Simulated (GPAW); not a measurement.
Crystal: ZnS.

```
Zn S
1.0
     0.00000    2.70200    2.70200
     2.70200    0.00000    2.70200
     2.70200    2.70200    0.00000
Zn S
1 1
Direct
  0.25000 0.25000 0.25000
  0.00000 0.00000 0.00000
```

Base run:

- Program: GPAW 26.7.0
- Functional: mBEEF
- Potentials or basis: GPAW PAW data sets (gpaw-data 1.2.1)
- Cutoff: 600 eV
- Basis: pw
- k mesh: 7 × 7 × 7
- Occupations: fermi-dirac, width 0.05 eV
- Spin: no spin polarisation

Its results: band gap on the k mesh 2.94 eV, direct; pressure 0.8 GPa.

Task: The run is repeated on the same cell with these changes: functional from mBEEF to M06-L; band points from 60 to 100. What comes out?

Result: Band gap on the k mesh 2.47 eV, direct; pressure 1.4 GPa.

Caveats: the PAW data sets were made with another functional, which shifts forces and pressure a little.

Not every run made on this cell is shown here.
